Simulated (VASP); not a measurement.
Input of a VASP 6.6.1 run:

The input POSCAR:

```
MgSe
1.0
    0.0000000000      2.7362693767      2.7362693767
    2.7362693767      0.0000000000      2.7362693767
    2.7362693767      2.7362693767      0.0000000000
Mg Se
1 1
Direct
    0.0000000000      0.0000000000      0.0000000000
    0.5000000000      0.5000000000      0.5000000000
```

File INCAR.step1:

```
SYSTEM = MgSe
PREC     = Accurate       ! precision mode
ENCUT    = 520            ! plane-wave cutoff, eV
EDIFF    = 1E-5           ! SCF threshold, eV
ISMEAR   = 0              ! smearing method
SIGMA    = 0.01           ! smearing width, eV
LREAL    = .FALSE.        ! projectors in reciprocal space
LASPH    = .TRUE.         ! aspherical terms in the spheres
NELM     = 100            ! most SCF steps
ALGO     = Normal         ! electronic algorithm
ISIF     = 2              ! what is computed and relaxed
LWAVE    = .TRUE.         ! write WAVECAR
LCHARG   = .FALSE.        ! write CHGCAR
GGA      = PE             ! functional
NBANDS   = 11             ! bands
```

INCAR.step2

```
SYSTEM = MgSe
PREC     = Accurate       ! precision mode
ENCUT    = 520            ! plane-wave cutoff, eV
EDIFF    = 1E-7           ! SCF threshold, eV
ISMEAR   = 0              ! smearing method
SIGMA    = 0.01           ! smearing width, eV
LREAL    = .FALSE.        ! projectors in reciprocal space
LASPH    = .TRUE.         ! aspherical terms in the spheres
NELM     = 100            ! most SCF steps
ALGO     = Normal         ! electronic algorithm
ISIF     = 2              ! what is computed and relaxed
LWAVE    = .FALSE.        ! write WAVECAR
LCHARG   = .FALSE.        ! write CHGCAR
GGA      = PE             ! functional
LHFCALC  = .TRUE.         ! exact exchange
AEXX     = 0.15           ! exact-exchange fraction
HFSCREEN = 0.1            ! screening, 1/A
PRECFOCK = Normal       
ISTART   = 1            
NBANDS   = 11             ! bands
```

The input KPOINTS:

```
Automatic mesh
0
G
  4 4 4
  0 0 0
```

Potentials or basis: VASP PAW PBE potentials, release 64 (Mg, Se).

Launch:

```bash
$ cat potpaw_PBE.64/Mg/POTCAR potpaw_PBE.64/Se/POTCAR > POTCAR
$ cp INCAR.step1 INCAR
$ mpirun -np 1 vasp_std > vasp.out
$ cp INCAR.step2 INCAR
$ mpirun -np 1 vasp_std > vasp.out
```

(1) Predict the band gap on the k mesh.

(2) What does it give for the pressure?

Results:

(1) 2.47 eV, indirect (least direct gap 3.30 eV).

(2) 0.3 GPa.

Caveat: the k mesh is coarse (spacing up to 0.50 Å⁻¹), so the values aren't converged; the PAW data sets were made with another functional, which shifts forces and pressure a little.
